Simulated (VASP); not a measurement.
Write the native input for VASP 6.6.1 that does the following.

```
Task                   : single point
Functional             : PBE
Dispersion             : D3(BJ)
Potentials or basis    : VASP PAW PBE potentials, release 64 (O, H, C)
Cutoff                 : 520 eV
k mesh                 : 1 × 1 × 1
Occupations            : fermi-dirac, width 0.05 eV
Spin                   : no spin polarisation
Dipole correction      : no
Further INCAR settings : LREAL = Auto; ALGO = Fast; EDIFF = 1e-06; NBANDS = 36
```

The structure of H10CO5 lies in POSCAR:

```
H10CO5
1.0
    6.1736310000      0.0000000000      0.0000000000
    0.0000000000      6.1736310000      0.0000000000
    0.0000000000      0.0000000000      6.1736310000
O H C
5 10 1
Direct
    0.2962600129      0.6163471707      0.9620918387
    1.0974578818      0.2670551577      0.8059438603
   -0.0962966527      0.9392689651      0.0018789591
    0.3461172202      0.8451752299      0.4469816871
    0.7773383281      0.2229968069      0.5135389530
    0.2974586593      0.6553355716      1.1251887261
    0.2265927458      0.4638437250      0.9491335002
    1.0363269201      0.3287206508      0.6797944354
    0.9844773683      0.1457975056      0.8355374657
   -0.1660935032      1.0026190422      0.1241732783
    0.0596407527      0.9162841122      0.0451274137
    0.5032370739      0.7801243709      0.4531045020
    0.3131058529      0.7928397405      0.5845506477
    0.5955652354      0.0155176103      0.7099225723
    0.4953648833      0.2946240227      0.6824184989
    0.6276209252      0.1817892906      0.6317028018
```

The cell was built by a generator and needn't be a form met in nature.

These files were run (other wordings do the same):

INCAR

```
PREC     = Accurate       # precision mode
ENCUT    = 520            # plane-wave cutoff, eV
EDIFF    = 1E-6           # SCF threshold, eV
ISMEAR   = -1             # smearing method
SIGMA    = 0.05           # smearing width, eV
LREAL    = Auto         
LASPH    = T              # aspherical terms in the spheres
NELM     = 60             # most SCF steps
ALGO     = Fast           # electronic algorithm
ISIF     = 2              # what is computed and relaxed
LWAVE    = F              # write WAVECAR
LCHARG   = T              # write CHGCAR
GGA      = PE             # functional
IVDW     = 12             # dispersion correction
LELF     = T              # ELF
LVHAR    = T            
NBANDS   = 36             # bands
```

KPOINTS

```
Automatic mesh
0
Gamma
  1 1 1
```

Potentials or basis: VASP PAW PBE potentials, release 64 (O, H, C).

The run is started by

```bash
$ cat potpaw_PBE.64/O/POTCAR potpaw_PBE.64/H/POTCAR potpaw_PBE.64/C/POTCAR > POTCAR
$ mpirun -np 1 vasp_gam > vasp.out
```

It gave:

The pressure is -1.0 GPa, the largest force is 4.223 eV/Å and the band gap on the k mesh is 3.57 eV, direct. The dispersion energy per atom is -0.026 eV.

Caveat: the standard files for N, O and F lose accuracy on very short bonds.

Wall time 25 s on 1 thread of Intel(R) Xeon(R) Platinum 8488C (Sapphire Rapids) (shared host), peak memory 0.31 GiB.
